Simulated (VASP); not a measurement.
# TaC (Fm-3m) in VASP: settings compared, part 2 of 2

VASP 6.6.1. Earlier steps stand in the parts before.

## 3. Relaxation of cell and atoms, PBE

This run uses another cell than the first one, of 11.23 Å³/atom, 1.022 times its volume.

INCAR reads:

```
SYSTEM = TaC
PREC = Accurate ; ENCUT = 600
EDIFF = 1E-7 ; ISMEAR = 1
SIGMA = 0.1 ; LREAL = .FALSE.
LASPH = .TRUE. ; NELM = 80
ALGO = Normal ; ISIF = 3
LWAVE = .FALSE. ; LCHARG = .FALSE.
GGA = PE ; IBRION = 2
NSW = 90 ; EDIFFG = -0.005
```

KPOINTS reads:

```
Automatic mesh
0
G
  14 14 14
  0 0 0
```

POSCAR reads:

```
TaC                                     
1.0
   -0.0000000000      2.2394334038      2.2394334038
    2.2394334038     -0.0000000000      2.2394334038
    2.2394334038      2.2394334038      0.0000000000
  Ta              C             
     1     1
Direct
     0.0000000000000000    0.0000000000000000    0.0000000000000000
     0.5000000000000000    0.5000000000000000    0.5000000000000000
```

Potentials or basis: VASP PAW PBE potentials, release 64 (Ta_pv, C).

On the command line:

```sh
cat potpaw_PBE.64/Ta_pv/POTCAR potpaw_PBE.64/C/POTCAR > POTCAR
mpirun -np 1 vasp_std > vasp.out
```

It took 41 s on 1 thread of Intel Xeon Platinum 8488C (Sapphire Rapids), shared host; peak memory 0.18 GiB.

It converged, with:

```yaml
Free_energy: -22.1986 eV
Relaxed_volume: 11.23 Å³/atom
Relaxed_cell: a = 3.167 Å, b = 3.167 Å, c = 3.167 Å, α = 60.00°, β = 60.00°, γ = 60.00°
Space_group_after_relaxing_to_0.05_Å: Fm-3m (No. 225)
Energy_gained_by_relaxing: 0.0 meV/atom
Ionic_steps: 3
Pressure_after_relaxing: 0.0 GPa
Band_gap_on_the_k_mesh: none (metal or under the smearing width)
```

Final structure:
```
CELL_PARAMETERS angstrom
0.00000 2.23911 2.23911
2.23911 0.00000 2.23911
2.23911 2.23911 0.00000
ATOMIC_POSITIONS crystal
Ta 0.00000 0.00000 0.00000
C 0.50000 0.50000 0.50000
```

Levels at points of the mesh, in eV from the Fermi level:
```csv
k point,band 5,band 6,band 7,band 8,band 9,band 10,band 11
"(0.00, 0.00, 0.00)",-1.40,-1.40,-1.40,-0.58,-0.58,-0.58,0.55
"(0.50, 0.00, 0.00)",-8.73,-5.50,-5.50,2.57,2.57,3.53,5.25
"(0.50, 0.50, 0.00)",-4.71,-4.55,-1.87,-1.87,2.46,3.91,3.91
```

## 4. Relaxation of cell and atoms, PBEsol

INCAR reads:

```
SYSTEM = TaC
PREC     = Accurate       ! precision mode
ENCUT    = 600            ! plane-wave cutoff, eV
EDIFF    = 1E-6           ! SCF threshold, eV
ISMEAR   = 1              ! smearing method
SIGMA    = 0.1            ! smearing width, eV
LREAL    = .FALSE.        ! projectors in reciprocal space
LASPH    = .TRUE.         ! aspherical terms in the spheres
NELM     = 80             ! most SCF steps
ALGO     = Normal         ! electronic algorithm
ISIF     = 3              ! what is computed and relaxed
LWAVE    = .FALSE.        ! write WAVECAR
LCHARG   = .FALSE.        ! write CHGCAR
GGA      = PS             ! functional
IBRION   = 2              ! ionic algorithm
NSW      = 90             ! ionic steps
EDIFFG   = -0.01          ! ionic threshold
KPAR     = 2
```

KPOINTS reads:

```
regular mesh
0
G
  14 14 14
  0 0 0
```

POSCAR reads:

```
TaC
1.0
    0.0000000000      2.2230000000      2.2230000000
    2.2230000000      0.0000000000      2.2230000000
    2.2230000000      2.2230000000      0.0000000000
Ta C
1 1
Direct
    0.0000000000      0.0000000000      0.0000000000
    0.5000000000      0.5000000000      0.5000000000
```

Potentials or basis: VASP PAW PBE potentials, release 64 (Ta_pv, C).

On the command line:

```sh
cat potpaw_PBE.64/Ta_pv/POTCAR potpaw_PBE.64/C/POTCAR > POTCAR
mpirun -np 2 vasp_std > vasp.out
```

OUTCAR:

```text
SYSTEM = TaC
   PREC = Accurate
   ENCUT = 600
   EDIFF = 1E-6
   ISMEAR = 1
   LREAL = .FALSE.
   LASPH = .TRUE.
   NELM = 80
   ISIF = 3
   GGA = PS
   IBRION = 2
   NSW = 90
   EDIFFG = -0.01

 ion  position               nearest neighbor table
   1  0.000  0.000  0.000-   2 2.22   2 2.22   2 2.22   2 2.22   2 2.22   2 2.22
   2  0.500  0.500  0.500-   1 2.22   1 2.22   1 2.22   1 2.22   1 2.22   1 2.22

  LATTYP: Found a face centered cubic cell.
 ALAT       =     4.4460000000

  Lattice vectors:

 A1 = (   0.0000000000,   2.2230000000,   2.2230000000)
 A2 = (   2.2230000000,   0.0000000000,   2.2230000000)
 A3 = (   2.2230000000,   2.2230000000,   0.0000000000)

Analysis of symmetry for initial positions (statically):
=====================================================================
 Subroutine PRICEL returns:
 Original cell was already a primitive cell.
[... 268 lines left out ...]
      4      -6.5266      2.00000
      5       6.9537      2.00000
      6       6.9537      2.00000
      7       6.9537      2.00000
      8       7.8710      2.00000
      9       7.8710      2.00000
     10       7.8710      2.00000
     11       8.9756     -0.00000
[... 309 lines left out ...]
 k-point    24 :       0.2857    0.1429    0.0000
  band No.  band energies     occupation
      1     -27.0097      2.00000
      2     -26.7321      2.00000
      3     -26.7200      2.00000
      4      -4.7357      2.00000
      5       2.5162      2.00000
      6       4.2695      2.00000
      7       4.9785      2.00000
      8       7.0900      2.00000
      9       9.8596     -0.00000
     10      10.6913      0.00000
     11      12.4095      0.00000

 [... further k-points ...]

------------------------ aborting loop because EDIFF is reached ----------------------------------------

  FORCE on cell =-STRESS in cart. coord.  units (eV):
  Direction    XX          YY          ZZ          XY          YZ          ZX
  --------------------------------------------------------------------------------------
  -------------------------------------------------------------------------------------
  Total        0.0036808      0.0036808      0.0036808     -0.0000000     -0.0000000      0.0000000
  in kB        0.2689503      0.2689503      0.2689503     -0.0000000     -0.0000000      0.0000000
  external PRESSURE =       0.2689503 kB  Pullay stress =       0.0000000 kB
[... 17 lines left out ...]
  FREE ENERGIE OF THE ION-ELECTRON SYSTEM (eV)
  ---------------------------------------------------
  free  energy   TOTEN  =       -23.5187351011 eV

  energy  without entropy=      -23.5184608284  energy(sigma->0) =      -23.51864368

 reached required accuracy - stopping structural energy minimisation
```

Run time: 15 s. Hardware: 2 MPI ranks of Intel Xeon 6975P-C (Granite Rapids), shared host; peak memory 0.17 GiB.

Results:

| Quantity | Value |
| --- | --- |
| Free energy | -23.5187 eV |
| Relaxed volume | 10.96 Å³/atom |
| Relaxed cell | a = 3.142 Å, b = 3.142 Å, c = 3.142 Å, α = 60.00°, β = 60.00°, γ = 60.00° |
| Space group after relaxing (to 0.05 Å) | Fm-3m (No. 225) |
| Energy gained by relaxing | 0.0 meV/atom |
| Ionic steps | 3 |
| Pressure after relaxing | 0.0 GPa |
| Band gap on the k mesh | none (metal or under the smearing width) |

Final structure:
```yaml
crystal:
  lattice:
    - [0.00000, 2.22152, 2.22152]
    - [2.22152, 0.00000, 2.22152]
    - [2.22152, 2.22152, 0.00000]
  atoms:
    - { symbol: Ta, position: [0.00000, 0.00000, 0.00000] }
    - { symbol: C, position: [0.50000, 0.50000, 0.50000] }
```

Caveat: the PAW data sets were made with another functional, which shifts forces and pressure a little. Spin-orbit coupling is left out, which matters for the levels of Ta.

## 5. Relaxation of cell and atoms, PBEsol

INCAR, as its differences from that of step 4:

```diff
@@ -3,3 +3,3 @@
 ENCUT    = 600            ! plane-wave cutoff, eV
-EDIFF    = 1E-6           ! SCF threshold, eV
+EDIFF    = 1E-7           ! SCF threshold, eV
 ISMEAR   = 1              ! smearing method
@@ -16,3 +16,3 @@
 NSW      = 90             ! ionic steps
-EDIFFG   = -0.01          ! ionic threshold
+EDIFFG   = -0.005         ! ionic threshold
 KPAR     = 2
```

KPOINTS is that of step 4.

POSCAR reads:

```
TaC                                     
1.0
    0.0000000000      2.2215171088      2.2215171088
    2.2215171088      0.0000000000      2.2215171088
    2.2215171088      2.2215171088      0.0000000000
  Ta              C             
     1     1
Direct
     0.0000000000000000    0.0000000000000000    0.0000000000000000
     0.5000000000000000    0.5000000000000000    0.5000000000000000
```

On the command line:

```sh
cat potpaw_PBE.64/Ta_pv/POTCAR potpaw_PBE.64/C/POTCAR > POTCAR
mpirun -np 2 vasp_std > vasp.out
```

Run time: 8.3 s. Hardware: 2 MPI ranks of Intel Xeon 6975P-C (Granite Rapids), shared host; peak memory 0.17 GiB.

Results (log left out):

- Free energy: -23.5187 eV
- Pressure after relaxing: 0.0 GPa
- Band gap on the k mesh: none (metal or under the smearing width)

Final structure:
```xyz
2
Lattice="0.0000 2.2215 2.2215 2.2215 0.0000 2.2215 2.2215 2.2215 0.0000" Properties=species:S:1:pos:R:3 pbc="T T T"
Ta    0.0000    0.0000    0.0000
C     2.2215    2.2215    2.2215
```

Levels at points of the mesh, in eV from the Fermi level:
```csv
k point,band 6,band 7,band 8,band 9,band 10,band 11
"(0.00, 0.00, 0.00)",-1.46,-1.46,-0.54,-0.54,-0.54,0.56
"(0.50, 0.00, 0.00)",-5.62,-5.62,2.67,2.67,3.66,5.32
"(0.50, 0.50, 0.00)",-4.71,-1.84,-1.84,2.55,4.07,4.07
```

Caveat: the relaxation stopped at its first step, so nothing moved; the PAW data sets were made with another functional, which shifts forces and pressure a little. The run has no spin-orbit coupling, so splittings on Ta are missing.
